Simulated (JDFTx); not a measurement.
Li2S under changes of volume

One of the cells (15.344 Å³/atom); the others are scaled copies at fixed shape and fractional positions:

```xyz
3
Lattice="0.0000 2.8445 2.8445 2.8445 0.0000 2.8445 2.8445 2.8445 0.0000" Properties=species:S:1:pos:R:3 pbc="T T T"
S     0.0000    0.0000    0.0000
Li    4.2668    4.2668    4.2668
Li    1.4223    1.4223    1.4223
```

- Program: JDFTx 1.7.0 (patched build)
- Functional: PBE
- Potentials or basis: PseudoDojo-SR-PBE-0.5-standard
- Cutoff: 1007 eV
- Density cutoff: 8055 eV
- k mesh: 8 × 8 × 8
- Occupations: fermi-dirac, width 0.05 eV
- Spin: no spin polarisation

```csv
volume (Å³/atom),energy over the lowest point (meV/atom),pressure (GPa),gap on the mesh (eV)
14.423,?,?,?
14.730,4.87,2.2,3.36
15.037,1.55,1.2,3.38
15.344,0.00,0.4,3.39
15.650,0.07,-0.4,3.40
15.957,1.60,-1.2,3.41
16.264,4.46,-1.8,3.42
```

Question: What does the run at 14.423 Å³/atom give?

Answer: Energy over the lowest point 10.16 meV/atom; pressure 3.3 GPa; gap on the mesh 3.34 eV.

Worked out: A Birch-Murnaghan fit of order 3 (a polynomial in V^(-2/3)) to the other rows has its minimum at 15.48 Å³/atom with B0 = V·E''(V) = 41 GPa and B' = 3.9. It gives 10.15 meV/atom at 14.423 Å³/atom, against the run's 10.16, and -dE/dV = 3.3 GPa, against 3.3. A straight line through the other rows of the gap, of slope 0.578 eV per unit of ln V, extrapolates to 3.35 eV, against the run's 3.34.

Energies are extrapolated to zero smearing.

A mesh can miss the band edges.
